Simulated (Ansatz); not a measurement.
## Cu: strain energy, fitted

Cu, P6_3/mmc, a = 2.568 Å, c = 4.194 Å. This isn't the element's structure at ambient conditions. Ansatz: PBE, PAW, 420 eV, Γ-centred 24×24×12 mesh on 2 atoms, Gaussian smearing 0.10 eV; no spin polarisation. Series: strain along c alone, the other axes held, atoms fixed by symmetry; x is the strain in per cent. y is the free energy over the unstrained cell, V0 = 11.975 Å³/atom.

| x (%) | y (meV/atom) |
| --- | --- |
| -6.0 | ? |
| -4.0 | 18.03 |
| -2.0 | 4.58 |
| 0.0 | 0.00 |
| 2.0 | 3.05 |
| 4.0 | 12.58 |
| 6.0 | 27.37 |

Task: Fit y = c2 x² + c3 x³ to the other rows, turn c2 into a modulus, and predict the missing energy.

Result: Least squares on the rows shown. y = 0.97342 x² − 0.036715 x³. In eV per unit strain² c2 is 9.734; this is C33 with relaxed ions (E = ½ C33 V0 ε²): 2 × 9.734 × 160.2 / (11.975) = 260 GPa. The unstrained cell keeps some stress along the strain, worth a slope of -0.28 meV/atom per %, which the form leaves out. With a term in x⁴ added, the coefficient of x² becomes 0.9129, 6 % less, which shows how far this figure hangs on the form. At x = -6.0 the fit asked for gives 42.97 meV/atom. The run gave 41.73 meV/atom, so the fit is 1.24 meV/atom too high, 3 % of the span of the series, against an rms of 0.44 meV/atom on the fitted rows. The row lies outside the fitted range. With a term in x⁴ added, a fit to the same known rows predicts 45.93 meV/atom, further off still.